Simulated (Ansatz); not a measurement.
Si$_{2}$Mo: course of a relaxation

Computed with Ansatz, DFT PBEsol, scalar-relativistic, plane waves, PAW. (420 eV cutoff, 12×12×6 k-mesh, Gaussian smearing of 0.10 eV, no spin polarisation)

What was changed: biaxial strain in the a-b plane, c and atoms relaxed: -4.5 %.

Command:

```bash
ansatz run input.yaml --threads 1 --pin off --max-ram 2560MiB --backend cpu --events-out ev --progress --plain --runs-dir out
```

Input:

```yaml
crystal:
  lattice:
    - [3.046517012, 0.0, 0.0]
    - [0.0, 3.046517012, 0.0]
    - [0.0, 0.0, 8.0325613717]
  atoms:
    - { symbol: Si, position: [0.0, 0.0, 0.3345598189] }
    - { symbol: Si, position: [0.5, 0.5, 0.1654401811] }
    - { symbol: Si, position: [0.5, 0.5, 0.8345598189] }
    - { symbol: Si, position: [0.0, 0.0, 0.6654401811] }
    - { symbol: Mo, position: [0.0, 0.0, 0.0] }
    - { symbol: Mo, position: [0.5, 0.5, 0.5] }
basis:
  ecutwfc: 420
kpoints:
  mp_grid: { grid: [12, 12, 6] }
hamiltonian:
  xc: pbesol
scf:
  occupations: { method: gaussian, width: 0.1 }
output:
  forces: true
  stress: true
  eigenvalues: true
relax:
  adjacent_minimum: "off"
  f_tol: 0.008
  max_steps: 40
  cell: { stress_tol: 0.015, fix: [a, b, gamma] }
```

F is the free energy. Steps run on the plane waves of an earlier cell, but the last one, and at times one on the way, on a freshly chosen basis, so a repeated geometry can differ a little in energy. The held parts of the cell keep their stress, so P needn't end at zero.

Steps:

| step | F − F(1) (eV) | largest force component (eV/Å) | V (Å³/atom) | P (GPa) |
| --- | --- | --- | --- | --- |
| 1 | 0.0000 | 0.018 | 12.425 | 16.04 |
| 2 | -0.0039 | 0.033 | 12.341 | 17.94 |
| 3 | -0.0041 | 0.011 | 12.354 | 17.63 |
| 4 | -0.0041 | 0.002 | 12.354 | 17.62 |
| 5 | -0.0040 | 0.002 | 12.354 | 17.62 |
| 6 | -0.0040 | 0.000 | 12.353 | 17.62 |
| 7 | -0.0040 | 0.000 | 12.353 | 17.62 |

Relaxed structure:

```
CELL_PARAMETERS angstrom
3.04652 0.00000 0.00000
0.00000 3.04652 0.00000
0.00000 0.00000 7.98594
ATOMIC_POSITIONS crystal
Si 0.00000 0.00000 0.33427
Si 0.50000 0.50000 0.16573
Si 0.50000 0.50000 0.83427
Si 0.00000 0.00000 0.66573
Mo 0.00000 0.00000 0.00000
Mo 0.50000 0.50000 0.50000
```

Symmetry: I4/mmm, No. 139, tetragonal system. The conventional cell has a = 3.047 Å, b = 3.047 Å, c = 7.986 Å, α = 90.00°, β = 90.00°, γ = 90.00°. Si (site symmetry 4mm) has 5 Mo at 2.53 to 2.67 Å and 5 Si at 2.54 to 2.65 Å as nearest neighbours. Around Mo (site symmetry 4/mmm) lie 10 Si at 2.53 to 2.67 Å.

The run converged. Time: 100 s on 1 thread of Arm Neoverse V1, on a shared host, peak memory 0.47 GiB.